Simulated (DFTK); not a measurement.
Crystal: Au.

```
Au
1.0
     0.00000    2.03500    2.03500
     2.03500    0.00000    2.03500
     2.03500    2.03500    0.00000
Au
1
Direct
  0.00000 0.00000 0.00000
```

Base run:

| Item | Value |
| --- | --- |
| Program | DFTK 0.8.2 |
| Functional | LDA |
| Potentials or basis | cp2k.nc.sr.lda.v0_1.semicore.gth (LDA, GTH) |
| Cutoff | 1197 eV |
| k mesh | 11 × 11 × 11 |
| Occupations | fermi-dirac, width 0.05 eV |
| Spin | no spin polarisation |

Its results: band gap on the k mesh none (metal or under the smearing width); pressure 2.1 GPa.

Task: After a change of settings the same cell gave: band gap on the k mesh none (metal or under the smearing width); pressure -2.6 GPa. Which change was it?
A. functional from LDA to r2SCAN; potentials or basis from cp2k.nc.sr.lda.v0_1.semicore.gth (LDA, GTH) to SG15 1.2 (PBE); cutoff from 1197 eV to 1225 eV; valence electrons from 11 to 19
B. functional from LDA to PBEsol; potentials or basis from cp2k.nc.sr.lda.v0_1.semicore.gth (LDA, GTH) to cp2k.nc.sr.pbe.v0_1.semicore.gth (PBE, GTH)
C. functional from LDA to PBEsol; potentials or basis from cp2k.nc.sr.lda.v0_1.semicore.gth (LDA, GTH) to SG15 1.2 (PBE); cutoff from 1197 eV to 1225 eV; valence electrons from 11 to 19
D. potentials or basis from cp2k.nc.sr.lda.v0_1.semicore.gth (LDA, GTH) to SG15 1.2 (PBE); cutoff from 1197 eV to 1225 eV; valence electrons from 11 to 19

Result: D.

Caveats: GTH potentials come without recommended cutoffs, and this one wasn't checked for convergence (some runs); the potentials were made for another functional, which shifts forces and pressure (some runs).

Not every run made on this cell is shown here.
